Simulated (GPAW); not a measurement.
Crystal: CdTe.

```
CELL_PARAMETERS angstrom
0.00000 3.20500 3.20500
3.20500 0.00000 3.20500
3.20500 3.20500 0.00000
ATOMIC_POSITIONS crystal
Te 0.75000 0.75000 0.75000
Cd 0.00000 0.00000 0.00000
```

| Property | Result |
| --- | --- |
| Program | GPAW 26.7.0 |
| Task | relaxation of cell and atoms |
| Functional | BLYP |
| Dispersion | D4 |
| Potentials or basis | PAW data sets generated in the run's folder for this functional |
| Cutoff | 600 eV |
| Basis | pw |
| k mesh | 7 × 7 × 7 |
| Occupations | fermi-dirac, width 0.05 eV |
| Spin | no spin polarisation |

At the start: pressure 2.5 GPa; volume 32.92 Å³/atom.

Q: Where does the relaxation end?

A: Over 3 steps the energy falls by 14.2 meV/atom and the volume is 34.71 Å³/atom (+5.4 %); space group F-43m (No. 216, to 0.05 Å).

The path:
```csv
step,energy change (eV),largest force (eV/Å),pressure (GPa),volume (Å³)
1,0.0000,0.0000,2.50,65.84
2,-0.0102,0.0000,1.96,66.57
3,-0.0284,0.0000,0.13,69.43
```

Final structure:
```xyz
2
Lattice="0.0000 3.2621 3.2621 3.2621 0.0000 3.2621 3.2621 3.2621 0.0000" Properties=species:S:1:pos:R:3 pbc="T T T"
Te    4.8932    4.8932    4.8932
Cd    0.0000    0.0000    0.0000
```

Caveat: later steps reuse the first step's grids.
